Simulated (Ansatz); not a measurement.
The system is SnSe2.

```xyz
3
Lattice="3.8110 0.0000 0.0000 -1.9055 3.3004 0.0000 0.0000 0.0000 6.1360" Properties=species:S:1:pos:R:3 pbc="T T T"
Sn    0.0000    0.0000    0.0000
Se    1.9055    1.1001    4.6081
Se    0.0000    2.2003    1.5279
```

Base run:

- Program: Ansatz 0.2.0
- Functional: HSE06 form with a typed share of exact exchange
- Potentials or basis: Ansatz PAW
- Cutoff: 420 eV (not typed: the program's choice for these potentials)
- k mesh: 5 × 5 × 3
- Occupations: fermi-dirac, width 0.05 eV
- Spin: no spin polarisation

Its results: band gap on the k mesh 1.84 eV, indirect (least direct gap 2.29 eV); pressure 1.8 GPa; largest force 0.135 eV/Å.

**Question.** The run is repeated on the same cell with these changes: share of exact exchange from 0.35 to 0.5. What comes out?

**Answer.** Band gap on the k mesh 2.35 eV, indirect (least direct gap 2.87 eV); pressure 0.2 GPa; largest force 0.111 eV/Å.

Caveats: odd divisions of the mesh miss points on the zone boundary, where band edges often lie, so the gap on the mesh can be too wide; spin-orbit coupling is left out, which moves the levels of the heavy elements; the PAW data sets come from PBE, with cores solved anew for the run's functional, which leaves a small shift of forces and pressure; the thresholds are loose for stress.

A k mesh can miss the band edges.
